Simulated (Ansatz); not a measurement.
One crystal and one scan (scan of one atom of the cell) at two levels, PBE (plane waves to 420 eV, PAW, scalar-relativistic; Ansatz, a quantum-chemistry and plane-wave program) and PBEsol (plane waves to 420 eV, PAW, scalar-relativistic; Ansatz), each from its own relaxed cell and on its own mesh.

The crystal is CsI (CsCl type); one I atom of a 4-atom cell moves by s towards the nearest neighbour, with its periodic images.

The energy includes the smearing's −TS. CsI was relaxed with its symmetry unable to fall. Spin-orbit coupling is left out, though I is heavy.

| quantity | run 1 | run 2 |
|---|---|---|
| Lattice constant a (Å) | 4.667 | 4.507 |
| Band gap of the relaxed cell, no spin-orbit coupling (eV) | 3.69 | 3.84 |
| Force constant k = d²E/ds² at s = 0 (finite differences) (eV/Å²) | 0.74 | 1.05 |

Q: Which run is which level?

A: Run 1 is PBE, run 2 is PBEsol. PBE gives the higher value for: lattice constant a. PBE gives the lower value for: band gap of the relaxed cell, no spin-orbit coupling; force constant k = d²E/ds² at s = 0. Both give the same shape of the curve: a single well with its minimum at or next to zero displacement.

(For displaced atoms, the force is minus the slope of the energy, and its curvature is a force constant, which sets phonon frequencies.)
